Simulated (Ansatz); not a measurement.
The system is CaF2 (Fluorite).

```
Ca F
1.0
     0.00000    2.73100    2.73100
     2.73100    0.00000    2.73100
     2.73100    2.73100    0.00000
Ca F
1 2
Direct
  0.00000 0.00000 0.00000
  0.75000 0.75000 0.75000
  0.25000 0.25000 0.25000
```

Base run:

* Program: Ansatz 0.2.0
* Functional: revPBE
* Potentials or basis: Ansatz PAW
* Cutoff: 420 eV (not typed: the program's choice for these potentials)
* k mesh: 8 × 8 × 8
* Occupations: gaussian, width 0.01 eV
* Spin: no spin polarisation

Its results: band gap on the k mesh 7.59 eV, indirect (least direct gap 7.84 eV); pressure 5.4 GPa.

Problem. The run is repeated on the same cell with these changes: functional from revPBE to LDA. What comes out?

Solution. Band gap on the k mesh 6.93 eV, indirect (least direct gap 7.18 eV); pressure -6.5 GPa.

LDA binds more tightly than revPBE, so the same cell stands under less pressure.

Caveats: the PAW data sets come from PBE, with cores solved anew for the run's functional, which leaves a small shift of forces and pressure.

A k mesh can miss the band edges.
